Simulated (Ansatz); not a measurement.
RbCl under changes of volume

One of the cells (35.094 Å³/atom); the others are scaled copies at fixed shape and fractional positions:

```
Rb Cl
1.0
     0.00000    3.27400    3.27400
     3.27400    0.00000    3.27400
     3.27400    3.27400    0.00000
Rb Cl
1 1
Direct
  0.00000 0.00000 0.00000
  0.50000 0.50000 0.50000
```

```yaml
Program: Ansatz 0.2.0
Functional: PBEsol
Potentials_or_basis: all-electron LAPW, scalar-relativistic
Cutoff: 130 eV (chosen from the basis error)
Basis_error_allowed: 0.001 eV/atom
k_mesh: 7 × 7 × 7
Occupations: fermi-dirac, width 0.05 eV
Spin: no spin polarisation
```

```tsv
volume (Å³/atom)	energy over the lowest point (meV/atom)	pressure (GPa)	gap on the mesh (eV)
32.989	?	?	?
33.690	2.78	0.7	5.01
34.392	0.59	0.3	4.95
35.094	0.00	0.0	4.89
35.796	0.84	-0.3	4.83
36.498	2.96	-0.6	4.78
37.200	6.19	-0.9	4.73
```

Q: What does the run at 32.989 Å³/atom give?

A: Energy over the lowest point 6.82 meV/atom; pressure 1.1 GPa; gap on the mesh 5.08 eV.

Worked out: A Birch-Murnaghan fit of order 3 (a polynomial in V^(-2/3)) to the other rows has its minimum at 35.02 Å³/atom with B0 = V·E''(V) = 16.5 GPa and B' = 4.9. It gives 6.78 meV/atom at 32.989 Å³/atom, against the run's 6.82, and -dE/dV = 1.1 GPa, against 1.1. A straight line through the other rows of the gap, of slope -2.84 eV per unit of ln V (its deformation potential), extrapolates to 5.07 eV, against the run's 5.08.

Energies are extrapolated to zero smearing.

Caveats: an odd mesh through Γ misses points on the zone boundary, where band edges often lie (some runs). Spin-orbit coupling on Rb is left out.

The runs don't all hold the same shells in valence.
